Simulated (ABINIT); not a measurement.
Ge:

```
CELL_PARAMETERS angstrom
0.00000 2.88574 5.11566
2.63050 0.00000 5.11566
2.63050 2.88574 0.00000
ATOMIC_POSITIONS crystal
Ge 0.72649 0.27351 0.72649
Ge 0.27351 0.72649 0.27351
Ge 0.21813 0.21813 0.78187
Ge 0.78187 0.78187 0.21813
```

This isn't the form of Ge at room conditions, which is diamond.

| Property | Result |
| --- | --- |
| Program | ABINIT 10.8.3 (patched build) |
| Task | relaxation of cell and atoms |
| Functional | LDA |
| Potentials or basis | JTH PAW LDA v2.0 |
| Cutoff | 599 eV |
| k mesh | 4 × 4 × 4 |
| Occupations | fermi-dirac, width 0.05 eV |
| Spin | no spin polarisation |

At the start: pressure -5.1 GPa; volume 19.42 Å³/atom.

Q: Where does the relaxation end?

A: Over 12 steps the energy falls by 38.0 meV/atom and the volume is 18.05 Å³/atom (-7.0 %); space group Fmmm (No. 69, to 0.05 Å).

Step by step:
| step | energy change (eV) | largest force (eV/Å) | pressure (GPa) | volume (Å³) |
| --- | --- | --- | --- | --- |
| 1 | 0.0000 | 0.1717 | -5.10 | 77.67 |
| 2 | -0.0486 | 0.1529 | -4.14 | 76.46 |
| 3 | -0.1415 | 0.0645 | 1.93 | 70.73 |
| 4 | -0.1485 | 0.0261 | 0.22 | 72.03 |
| 5 | -0.1493 | 0.0205 | 0.28 | 71.98 |
| 6 | -0.1510 | 0.0446 | 0.16 | 72.10 |
| 7 | -0.1512 | 0.0472 | 0.02 | 72.23 |
| 8 | -0.1513 | 0.0459 | -0.07 | 72.30 |
| 9 | -0.1515 | 0.0396 | -0.17 | 72.37 |
| 10 | -0.1517 | 0.0240 | -0.20 | 72.39 |
| 11 | -0.1519 | 0.0238 | -0.13 | 72.31 |
| 12 | -0.1520 | 0.0221 | -0.02 | 72.22 |

Final structure:
```cif
data_structure
_symmetry_space_group_name_H-M 'P 1'
_symmetry_Int_Tables_number 1
_cell_length_a 5.6700
_cell_length_b 5.4963
_cell_length_c 3.8679
_cell_angle_alpha 72.166
_cell_angle_beta 67.338
_cell_angle_gamma 40.496
_cell_volume 72.22
loop_
_atom_site_label
_atom_site_type_symbol
_atom_site_fract_x
_atom_site_fract_y
_atom_site_fract_z
_atom_site_occupancy
Ge1 Ge 0.72599 0.27401 0.72599 1
Ge2 Ge 0.27401 0.72599 0.27401 1
Ge3 Ge 0.21711 0.21711 0.78289 1
Ge4 Ge 0.78289 0.78289 0.21711 1
```

Caveat: the k mesh is coarse (spacing up to 0.43 Å⁻¹), so the values aren't converged.
